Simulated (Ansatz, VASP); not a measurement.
**GaN in VASP and in Ansatz**

File INCAR:

```
PREC = Accurate
ENCUT = 520
EDIFF = 1E-6
ISMEAR = -1
SIGMA = 0.02
LREAL = F
LASPH = T
NELM = 80
ALGO = Normal
ISIF = 2
LWAVE = F
LCHARG = F
GGA = PE
NBANDS = 26
```

Contents of KPOINTS:

```
Automatic mesh
0
Gamma
  12 12 6
```

Contents of POSCAR:

```
GaN
1.0
    3.1831493621      0.0000000000      0.0000000000
   -1.5915746810      2.7566882117      0.0000000000
    0.0000000000      0.0000000000      5.1836251298
Ga N
2 2
Direct
    0.3333333333      0.6666666667     -0.0008868124
    0.6666666667      0.3333333333      0.4991131876
    0.3333333333      0.6666666667      0.3758868124
    0.6666666667      0.3333333333      0.8758868124
```

Input for Ansatz:

```yaml
crystal:
  lattice:
    - [3.1831493621, 0.0, 0.0]
    - [-1.591574681, 2.7566882117, 0.0]
    - [0.0, 0.0, 5.1836251298]
  atoms:
    - { symbol: Ga, position: [0.3333333333, 0.6666666667, -0.0008868124] }
    - { symbol: Ga, position: [0.6666666667, 0.3333333333, 0.4991131876] }
    - { symbol: "N", position: [0.3333333333, 0.6666666667, 0.3758868124] }
    - { symbol: "N", position: [0.6666666667, 0.3333333333, 0.8758868124] }
kpoints:
  mp_grid: { grid: [12, 12, 6] }
  band_path:
    path:
      - [0.0, 0.0, 0.0]
      - [0.5, 0.0, 0.0]
      - [0.3333333333, 0.3333333333, 0.0]
      - [0.0, 0.0, 0.5]
      - [0.5, 0.0, 0.5]
      - [0.3333333333, 0.3333333333, 0.5]
    npoints: 1
hamiltonian:
  xc: pbe
scf:
  occupations: { method: fermi_dirac, width: 0.02 }
  n_extra_bands: 5
output:
  forces: true
  stress: true
  eigenvalues: true
```

The cell was built by a generator and needn't be a form met in nature.

Alike in both runs: task single point; functional PBE; k mesh 12 × 12 × 6; occupations fermi-dirac, width 0.02 eV; no spin polarisation.

|  | VASP | Ansatz |
| --- | --- | --- |
| version | VASP 6.6.1 | Ansatz 0.2.0 |
| potentials or method | VASP PAW PBE potentials, release 64 (Ga_d, N) | plane waves, PAW |
| plane-wave cutoff (eV) | 520 | 420 |
| valence electrons in the cell | 36 | 36 |

|  | VASP | Ansatz | Ansatz less VASP |
| --- | --- | --- | --- |
| gap on the k mesh at the Fermi level (eV) | 1.94 | 1.93 | -0.008 |
| pressure (GPa) | 6.3 | 6.2 | -0.08 |
| largest component of the traceless stress (GPa) | 0.08 | 0.05 | -0.029 |
